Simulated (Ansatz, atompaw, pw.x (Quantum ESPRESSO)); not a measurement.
Equation-of-state test of one PAW (atompaw) potential (molybdenum (Mo))

| Item | Value |
| --- | --- |
| Element | molybdenum (Mo) |
| Generator | atompaw 4.2.0.5 |
| Type | PAW |
| Functional | PBE |
| Relativity | scalar-relativistic |
| Frozen core | [Kr] |
| Valence charge | 6 |
| Reference configuration | 4d5 5s1 5p0 |
| Partial waves | 5s (bound): rc 3.00 bohr; 5s channel at 0.1 Ry: rc 3.00 bohr; 5p (bound, empty): rc 3.00 bohr; 5p channel at 1.4 Ry: rc 3.00 bohr; 4d (bound): rc 3.00 bohr; 4d channel at 2.3 Ry: rc 3.00 bohr; 4f channel at 0.2 Ry: rc 3.00 bohr; 4f channel at 9.25 Ry: rc 3.00 bohr |
| Local potential | bessel scheme, radius 2.85 bohr |
| Core correction | smooth core density matched at 1.85 bohr |
| Augmentation charge | besselshape compensation charge, radius 2.20 bohr; PAW radius 3.00 bohr; waves and projectors: custom polynom2 7 10 vanderbiltortho |

Atomic tests: cutoffs needed: 18 Ry and 40 Ry (the cutoffs (Ry, on a coarse ladder) from which the occupation-weighted sum of valence levels, in a spherical-Bessel basis at the reference potential, stays within 10 and 1 mRy of its value at 400 Ry); ghost test: no extra level below or beside the all-electron valence levels (s, p, d, f tested) (spherical-Bessel basis up to 400 Ry, 20 bohr box); lowest eigenvalue of the overlap operator: 0.66 (s channel).

Crystal test: fcc Mo in pw.x 7.5, no spin, 14³ k-points, Fermi–Dirac smearing 0.01 Ry, cutoffs 50/500 Ry. The reference is all-electron LAPW (Ansatz 0.2.0) with the same functional, mesh and smearing; V0 and B0 come from Birch–Murnaghan fits to the pressures at five volumes. Errors are pseudo minus all-electron; Δ is the rms difference of the E(V) curves that follow from these fits, minima aligned, over ±6 % about the mean V0. Mesh and smearing are coarse, so the numbers serve the comparison and aren't converged zero-temperature values; the lattice is a test structure that the element need not adopt.

All-electron: a0 = 4.005 Å (V0 = 16.06 Å³/atom), B0 = 235.3 GPa.

Question: How far does the potential miss the all-electron equation of state?

Answer: mean pressure error (GPa): +14.16. The pressure does not cross zero within the volumes sampled, so no fit is given. The largest radius (3.00 bohr) exceeds half the bond length (2.67 bohr), so the spheres overlap, which is one possible source of error among others. This is a poor potential for the solid.

```json
{"V (Å³/atom)": "15.226", "P all-electron (GPa)": "13.93", "P pseudo (GPa)": "29.96"}
{"V (Å³/atom)": "15.626", "P all-electron (GPa)": "6.76", "P pseudo (GPa)": "21.80"}
{"V (Å³/atom)": "16.027", "P all-electron (GPa)": "0.44", "P pseudo (GPa)": "14.45"}
{"V (Å³/atom)": "16.428", "P all-electron (GPa)": "-5.13", "P pseudo (GPa)": "8.16"}
{"V (Å³/atom)": "16.828", "P all-electron (GPa)": "-10.04", "P pseudo (GPa)": "2.36"}
```

The run at the middle volume (104 k-points, 9 iterations) took about 51 s on one core of a shared host (AMD EPYC 7R43 64-Core Processor, 256 threads, 1004 GiB, load 154).
